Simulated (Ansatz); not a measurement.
Ansatz input

```yaml
crystal:
  lattice:
    - [2.3097714964, 0.0, 0.0]
    - [0.0, 2.3097714964, 0.0]
    - [0.0, 0.0, 4.1515091017]
  atoms:
    - { symbol: Cr, position: [1.0, 0.0, 0.0], spin: 1.5 }
    - { symbol: Cr, position: [0.5, 0.5, 0.5], spin: -1.5 }
hamiltonian:
  xc: lda
  pseudopotentials:
    kind: paw
    azcp:
      Cr: "pseudopotentials/Cr.paw.azcp"
basis:
  ecutwfc: 420
  fft_grid_basis: typed
kpoints:
  mp_grid: { grid: [15, 15, 9], shift: [0, 0, 0] }
magnetization:
  spin_polarized: true
scf:
  occupations: { method: fermi_dirac, width: 0.05 }
  lower_state_search: "off"
output:
  stress: true
  write_density: true
  write_potential: true
  elf: true
  volumetric_format: npy
```

Terminal output

```
Warning: the record states the generating functional pbe (its physics header spells it `PBE`), which answers neither for hamiltonian.xc's functional nor for the lda family's — results may be inconsistent (PPs are generated against a specific XC)
Engine: ansatz 0.2.0, aarch64-unknown-linux-gnu
Pseudopotentials: kind: paw
Pseudopotential: Cr, paw, valence charge 14, recommended cutoff 420 eV (normal) 
Functional definition: SPW92
  exchange = slater_x
  correlation = pw_c
Crystal: 2 atoms, lattice volume = 22.148 Å³
Basis set: ecut = 420 eV, 417 PW (Γ)
Bands: 20, of which v1, the nominal top of the filled ones, is band 14 counted from 1 (13 counted from 0)
Symmetry: 16 space group operations
Space group: P4/mmm (ITA 123), of the structure as read, at distance tolerance 2.8e-5 Å
Magnetic group: BNS 123.350 (UNI 1010), of the structure as read, at distance tolerance 2.8e-5 Å
k-points: 180 of 2025
Non-local potential: Cr, projectors of the file, l = 0: 3, l = 1: 2, l = 2: 3, l = 3: 1
PAW form: soft (Blöchl's): semilocal exchange-correlation on the pseudo side does not see the compensation charge
PAW frozen core: Cr, regenerated for the run's functional, and the local potential with it (the file was generated under x = pbe(κ = 0.804, μ = 0.2195149727645171), c = pbe(β = 0.06672455060314922))
PAW one-centre angular grid: Cr, 590 points (default); XC on 64 Gauss nodes
Initial density: superposition of atomic densities (chi_scale 0.1, normalization cell)
Starting moments: Σ|m| = 3 μB on 2 of 2 sites
Starting magnetic order: antiferromagnet; a translation exchanges its spin sublattices: spin-degenerate at every k-point
Initial wavefunctions: pseudopotential atomic-orbital guess
Functional: x = slater, c = lda
SCF iter   1: F=—  HF=-6648.266736 eV  |F-HF|=—  |Δ(HF+E_count)|=         —  Δρ=1.62e-1 (↑1.62e-1 ↓1.62e-1)  dr2=1.03e1  dr2_m=2.34e0  M=0.000 μB ∫|m|=0.987 μB  β_m=0.30  ethr=3.10e-3  ⟨swp⟩=3.6  Hψ=12800  notcnv=0
SCF iter   2: F=—  HF=-6646.211629 eV  |F-HF|=—  |Δ(HF+E_count)|=    2.06e0  Δρ=1.01e-1 (↑1.01e-1 ↓1.01e-1)  dr2=3.08e0  dr2_m=1.20e0  M=0.000 μB ∫|m|=0.927 μB  β_m=0.30  ethr=3.10e-3  ⟨swp⟩=2.0  Hψ=8101  notcnv=0  defer=47
SCF iter   3: F=—  HF=-6645.441601 eV  |F-HF|=—  |Δ(HF+E_count)|=   7.70e-1  Δρ=5.51e-2 (↑5.51e-2 ↓5.51e-2)  dr2=7.20e-2  dr2_m=5.60e-1  M=0.000 μB ∫|m|=0.927 μB  β_m=0.30  ethr=3.10e-3  ⟨swp⟩=2.4  Hψ=7197  notcnv=0  defer=47
SCF iter   4: F=—  HF=-6645.448043 eV  |F-HF|=—  |Δ(HF+E_count)|=   6.44e-3  Δρ=4.63e-2 (↑4.63e-2 ↓4.63e-2)  dr2=3.68e-2  dr2_m=4.25e-1  M=0.000 μB ∫|m|=0.755 μB  β_m=0.30  ethr=2.57e-4  ⟨swp⟩=3.0  Hψ=8852  notcnv=0  defer=27
SCF iter   5: F=—  HF=-6645.480841 eV  |F-HF|=—  |Δ(HF+E_count)|=   3.28e-2  Δρ=3.72e-2 (↑3.72e-2 ↓3.72e-2)  dr2=1.33e-3  dr2_m=2.80e-1  M=0.000 μB ∫|m|=0.653 μB  β_m=0.30  ethr=1.32e-4  ⟨swp⟩=2.4  Hψ=6470  notcnv=0  defer=27
SCF iter   6: F=—  HF=-6645.514758 eV  |F-HF|=—  |Δ(HF+E_count)|=   3.39e-2  Δρ=3.13e-2 (↑3.13e-2 ↓3.13e-2)  dr2=7.86e-5  dr2_m=1.99e-1  M=0.000 μB ∫|m|=0.550 μB  β_m=0.30  ethr=4.74e-6  ⟨swp⟩=2.0  Hψ=6966  notcnv=0  defer=27
...
WARN: the starting moments were not kept: the SCF closed with an absolute magnetisation of 1.9e-6 μB, where they sum to 3 μB in size (2 sites). That is at most 0.1 of that sum. Measured as dr2_m measures the in/out step, that magnetisation stands 1.4e-12 eV from none, at or under the dr2_threshold of 1.0e-7 eV: it is no larger than a step whose dr2_m would equal this threshold. The system may hold no moment; this SCF shows only that its start led to no more than that. To try another start: raise the starting moments (crystal.atoms[].spin, magnetization.per_species, magnetization.initial_magnetization, or on a non-collinear deck that types none of these the spinor_matrix: blocks that start its atoms; where the total moment is fixed, keep their sum and leave initial_magnetization as it is; typed ones take the place of any that the run laid by itself, positive ones on a crystal's lanthanoids without a Hubbard term where scf.initial_density.shell_occupations: [] is typed) or, if the notice of its spin-set hold's release reads "site moments contracting" or "site moments show no strong build", lengthen the hold (scf.mixing.spin_hold: { on: { confirm: 4 } }; for m-r²SCAN on two components see the key's manual first). Each may lead to a state that holds a moment. A second SCF, from the converged charge density, with the starting moments and any scf.initial_density.shell_occupations laid on it anew, would have followed, and was not run: the deck does not ask for one (magnetization.retry_lost_moments is false, the default). To let it run, set magnetization.retry_lost_moments: true and run the deck again, where that key's refused combinations let it; where memory then withholds it, that run's warning says so.
SCF 1 converged in 17 iterations: F = -6645.589954 eV  dr2 = 1.69e-11
SCF converged after 17 iterations
Magnetization: 0.0000 μB (14.0000 up, 14.0000 down)
Absolute magnetization: 0.0000 μB (∫|ρ↑−ρ↓|, with the PAW one-centre terms)
Spin contamination: 0.0000 ħ² per cell (⟨S²⟩ above its minimum at these occupations)
Per-site moments (μB) at R_I (Å): [(-8.128956875204974e-7, 0.952780742265), (8.128956875204974e-7, 0.952780742265)]
Free energy (F): -6645.589954 eV
Harris-Foulkes:  -6645.589954 eV  (|F-HF|=1.36e-11)
Internal energy: -6645.573468 eV  (E = F + TS)
E sigma→0 (E₀):  -6645.581711 eV
Entropy (-TS):   -0.016485 eV (-8.243 meV/atom)
Fermi energy:    20.143229 eV
--- Per-component energies (eV) ---
  E_band       = -264.771806
  E_kinetic    = 691.426127
  E_local      = -2308.196914  (includes V_loc(G=0)·N_el)
  E_nonlocal   = 168.639978
  E_hartree    = 1012.442189
  E_xc         = -279.393877
  E_vxc        = -358.434738  (∫ρ·V_xc dr)
  E_paw        = -2283.396748  (= ΣΔE_a)
  E_vpaw       = -483.091600  (= ΣTr[D̂ρ^β])
  E_aug_tail   = 0.000697  (compensation charges beyond the density's cutoff)
  E_ewald      = -3647.825170
  E_core_change = 0.730249  (= ΣΔE_core)
  E_smearing   = -0.016485  (= −TS)
  E_closure    = 0.000000  (closes the sum)
  Σ components = -6645.589954   (vs F -6645.589954, Δ=0.00e0)
--- Stress (GPa, compression-positive) ---
       -0.998331       0.000000       0.000000
        0.000000      -0.998331       0.000000
        0.000000       0.000000       1.481769
  P = ⅓ Tr σ = -0.1716 GPa (-1.716 kbar)
--- Band table (eV; the first three rows and the last of 360) ---
  k-point 0 ↑: bands = ["-51.1528", "-50.9823", "-23.1194", "-22.3134", "-22.1955", "-22.1955", "-22.0448", "-22.0448", "12.1164", "15.3464", "16.3164", "17.7474", "19.3434", "20.3052", "20.3052", "20.4993", "22.3665", "22.6804", "22.6804", "22.7765"]
  k-point 1 ↑: bands = ["-51.1477", "-50.9875", "-23.0960", "-22.3387", "-22.1910", "-22.1910", "-22.0494", "-22.0494", "12.2462", "15.3554", "16.3550", "17.6987", "19.2618", "20.1630", "20.3648", "20.3648", "22.3784", "22.5926", "22.5926", "22.7638"]
  k-point 2 ↑: bands = ["-51.1331", "-51.0025", "-23.0282", "-22.4110", "-22.1780", "-22.1780", "-22.0626", "-22.0626", "12.6249", "15.3389", "16.4675", "17.5610", "19.0391", "19.4065", "20.5405", "20.5405", "22.3476", "22.3476", "22.4133", "22.7274"]
  k-point 179 ↓: bands = ["-50.7008", "-50.7004", "-23.1138", "-23.1104", "-23.0645", "-23.0604", "-22.4451", "-22.4438", "15.7280", "15.7324", "17.7877", "17.8571", "18.5482", "18.6377", "20.9058", "20.9245", "23.8703", "23.8839", "29.6721", "30.3641"]
```
